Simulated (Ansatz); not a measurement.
## TaSi2: opening a crack plane

TaSi2, P6_422, a = 4.761 Å, c = 6.556 Å. The structure is a COD entry; whether it is the stable form wasn't checked. Ansatz: PBEsol, PAW, 420 eV, Γ-centred 9×9×3 mesh on 18 atoms, Gaussian smearing 0.15 eV; no spin polarisation. One cut on (001) per cell of 18 atoms is opened rigidly by x, between planes of Si+Ta and Si+Ta that stand 2.18 Å apart; y is the energy per area (19.630 Å², 1 eV/Å² = 16.02 J/m²).

| x (Å) | y (J/m²) |
| --- | --- |
| 0.00 | 0.000 |
| 0.25 | 0.436 |
| 0.50 | ? |
| 0.75 | 2.322 |
| 1.00 | 3.216 |
| 1.50 | 4.454 |
| 2.00 | 5.023 |
| 3.00 | 5.343 |
| 4.50 | 5.405 |
| 6.00 | 5.410 |

**Question.** Fit the universal binding curve y = W[1 − (1 + x/l) e^(−x/l)] to the other rows, give the peak stress, and predict the missing value.

**Answer.** Least squares gives W = 5.45 J/m² and l = 0.500 Å. The stress dy/dx peaks at x = l with W/(e l) = 40.1 GPa, for rigid faces. At x = 0.50: x/l = 1.000, y = 1.440 J/m². The run gave 1.337 J/m², so the fit is 0.103 J/m² too high, within twice the rms miss on the fitted rows (0.059 J/m²).

Spin–orbit coupling is left out, which can shift energies with elements as heavy as these.

Cost: 12 runs of about 16 core-minutes in all, on Intel Xeon Platinum 8559C (Emerald Rapids) (shared hosts).